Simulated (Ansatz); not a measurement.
HgTe, DFT, PBE, all-electron LAPW, scalar-relativistic (Ansatz 0.2.0), run on 1 thread of Intel(R) Xeon(R) Platinum 8488C (Sapphire Rapids) on a shared host.

The cell comes from COD entry 1538296, which wasn't checked; take it as a given geometry. The listed cell was then made from it by scaling, straining or moving an atom.

Command: `ansatz run input.yaml --threads 1 --pin off --max-ram 3072MiB --backend cpu --events-out ev --progress --plain --runs-dir out`

```yaml
crystal:
  lattice:
    - [0.0, 2.9215, 2.892285]
    - [2.9215, 0.0, 2.892285]
    - [2.9215, 2.9215, 0.0]
  atoms:
    - { symbol: Hg, position: [0.0, 0.0, 0.0] }
    - { symbol: Te, position: [0.5, 0.5, 0.5] }
kpoints:
  mp_grid: { grid: [10, 10, 10] }
  band_path:
    path:
      - [0.0, 0.0, 0.0]
      - [0.0, 0.5, 0.5]
      - [0.25, 0.75, 0.5]
      - [0.0, 0.5, 0.0]
      - [0.0, 0.0, 0.0]
      - [0.5, 0.5, 0.0]
      - [0.3775380063, 0.6224619937, 0.0]
      - [-0.3775380063, 0.3775380063, 0.0]
      - [0.0, 0.0, 0.0]
    npoints: 5
scf:
  occupations: { method: fermi_dirac, width: 0.08 }
hamiltonian:
  xc: pbe
  pseudopotentials: { kind: all_electron, lapw: { basis_error: 0.001 } }
output:
  forces: true
  stress: true
  eigenvalues: true
```

(1) How large is the problem that the program sets up?

(2) About how long does it take, and how much memory does it use?

Answers

(1) 102 irreducible k-points, 411 plane waves at Γ, 35 bands.

(2) 32 s of wall time for 10 SCF iterations, with a peak of 0.59 GiB. Times on shared machines scatter by tens of per cent.
